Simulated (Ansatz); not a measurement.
Input and command of a plane-wave DFT calculation in Ansatz:

```yaml
crystal:
  lattice:
    - [3.3929934587, 0.1830866187, -0.065108169]
    - [-1.5379390664, 2.886093233, -0.0949809528]
    - [-0.3204732326, -0.7248617125, 15.7322148073]
  atoms:
    - { symbol: Te, position: [0.3473338759, 0.6770562218, 0.9008341123] }
    - { symbol: Te, position: [0.3332908305, 0.6642380908, 0.1009959863] }
    - { symbol: Mo, position: [-0.0139580398, -0.0079609793, -0.0018300986] }
basis:
  ecutwfc: 500
kpoints:
  mp_grid: { grid: [12, 12, 2] }
hamiltonian:
  xc: r2scan
scf:
  occupations: { method: gaussian, width: 0.05 }
output:
  forces: true
  stress: true
  eigenvalues: true
```

```bash
ansatz run input.yaml --threads 2 --pin off --max-ram 5120MiB --backend cpu --events-out ev --progress --plain --runs-dir out
```

Processor: Intel(R) Xeon(R) 6975P-C (Granite Rapids), 2 threads, on a host shared with other jobs.

Estimate time, memory and problem size.

About 24 s on 2 threads of Intel(R) Xeon(R) 6975P-C (Granite Rapids) (shared host), peak memory 1.1 GiB. It solves 28 bands at 148 k points (the mesh reduced by symmetry) with about 3993 plane waves, in 8 SCF iterations.
